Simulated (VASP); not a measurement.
Be4H: relaxation of cell and atoms with PBE

Crystal: Be4H.

```
Be H
1.0
     3.00202    0.00000    0.00000
    -1.50101    2.59982    0.00000
     0.00000    0.00000    4.55428
Be H
4 1
Direct
  0.50000 0.00000 0.00000
  0.00000 0.50000 0.00000
  0.50000 0.50000 0.00000
  0.00000 0.00000 0.50000
  0.00000 0.00000 0.00000
```

The cell was built by a generator and needn't be a form met in nature.

```
Program                : VASP 6.6.1
Task                   : relaxation of cell and atoms
Functional             : PBE
Potentials or basis    : VASP PAW PBE potentials, release 64 (Be, H)
Cutoff                 : 600 eV
k mesh                 : 10 × 10 × 6
Occupations            : gaussian, width 0.05 eV
Spin                   : no spin polarisation
Further INCAR settings : ALGO = Normal; EDIFF = 1e-06; IBRION = 2; EDIFFG = -0.01; NSW = 60; ISIF = 3
```

* Relaxed volume: 8.56 Å³/atom
* Relaxed cell: a = 4.223 Å, b = 4.223 Å, c = 2.771 Å, α = 90.00°, β = 90.00°, γ = 120.00°
* Space group after relaxing (to 0.05 Å): P6/mmm (No. 191)
* Energy gained by relaxing: 2128.8 meV/atom
* Ionic steps: 17
* Pressure after relaxing: 0.1 GPa
* Band gap on the k mesh: none (metal or under the smearing width)

Stress tensor (GPa, compression positive):
```
 0.11  0.00  0.00
 0.00  0.11  0.00
 0.00  0.00 -0.04
```

Step by step:
```csv
step,energy change (eV),largest force (eV/Å),pressure (GPa),volume (Å³)
1,0.0000,0.0000,99.60,35.54
2,-8.7123,0.0000,-5.36,61.34
3,-8.7153,0.0000,-5.74,61.70
4,-9.1446,0.0000,-5.67,58.11
5,-10.1991,0.0000,-1.51,47.13
6,1.2309,0.0000,167.00,24.12
7,-10.2748,0.0000,-0.76,46.10
8,-10.0935,0.0000,20.71,35.27
9,-10.5025,0.0000,2.63,42.67
10,-10.5393,0.0000,9.24,38.99
11,-10.5729,0.0000,6.26,40.42
12,-10.6273,0.0000,-0.31,42.71
13,-10.6394,0.0000,1.55,41.98
14,-10.6395,0.0000,1.35,42.05
15,-10.6395,0.0000,1.44,42.02
16,-10.6439,0.0000,0.20,42.71
17,-10.6440,0.0000,0.06,42.80
```

Final structure:
```cif
data_structure
_symmetry_space_group_name_H-M 'P 1'
_symmetry_Int_Tables_number 1
_cell_length_a 4.2229
_cell_length_b 4.2229
_cell_length_c 2.7712
_cell_angle_alpha 90.000
_cell_angle_beta 90.000
_cell_angle_gamma 120.000
_cell_volume 42.80
loop_
_atom_site_label
_atom_site_type_symbol
_atom_site_fract_x
_atom_site_fract_y
_atom_site_fract_z
_atom_site_occupancy
Be1 Be 0.50000 0.00000 0.00000 1
Be2 Be 0.00000 0.50000 0.00000 1
Be3 Be 0.50000 0.50000 0.00000 1
Be4 Be 0.00000 0.00000 0.50000 1
H1 H 0.00000 0.00000 0.00000 1
```

Levels at points of the mesh, in eV from the Fermi level:
```
           k point  band 1  band 2  band 3  band 4  band 5  band 6  band 7  band 8
(0.00, 0.00, 0.00)  -11.04   -2.78   -2.78   -2.76   -2.64    2.43    2.43    3.68
(0.50, 0.00, 0.00)   -9.97   -7.30   -3.96   -3.29    3.73    4.85    5.41    5.53
(0.00, 0.00, 0.50)   -9.08   -5.46   -0.89   -0.28    0.75    0.75    3.21    3.21
(0.50, 0.00, 0.50)   -8.77   -3.37   -3.17   -2.55   -1.32    0.91    0.97    3.51
```

It took 110 s on 1 thread of AMD EPYC 9R45 96-Core Processor (Zen 5), with other jobs on the host, peak memory 0.13 GiB.

Caveat: the volume moved by over 15 % at a fixed basis, so the end points are rough.
